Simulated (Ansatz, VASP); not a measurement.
Two plane-wave programs on SiO2

```
Si O
1.0
    -2.83838    2.83838    2.61184
     2.83838   -2.83838    2.61184
     2.83838    2.83838   -2.61184
Si O
2 4
Direct
  0.00000 0.00000 0.00000
  0.50000 0.50000 0.00000
  0.00000 0.28852 0.28852
  0.00000 0.71148 0.71148
  0.28852 0.00000 0.28852
  0.71148 0.00000 0.71148
```

Alike in both runs: task single point; functional PBE; k mesh 4 × 4 × 4; occupations gaussian, width 0.1 eV; collinear spin.

|  | VASP | Ansatz |
| --- | --- | --- |
| version | VASP 6.6.1 | Ansatz 0.2.0 |
| potentials or method | VASP PAW PBE potentials, release 64 (Si, O) | scalar-relativistic, plane waves, PAW |
| plane-wave cutoff (eV) | 520 | 420 |
| valence electrons in the cell | 32 | 32 |

```tsv
	VASP	Ansatz	Ansatz less VASP
gap on the k mesh at the Fermi level (eV)	none	none	-
pressure (GPa)	0.3	0.1	-0.23
largest component of the traceless stress (GPa)	0.08	0.34	+0.255
rms of the force components (eV/Å)	0.047	0.001	-0.0462
net moment per atom (μB)	0.00	0.00	0.000
```

Atom by atom the forces differ by 0.048 eV/Å (rms over components). A gap of «none» marks a metal or a gap that the smearing closes. The functional is the same, so the differences come from potentials, cutoffs and numerics. Ansatz warned: «seeded_moment_not_kept».

Caveats: the k mesh is coarse (spacing up to 0.41 Å⁻¹), so the values aren't converged.
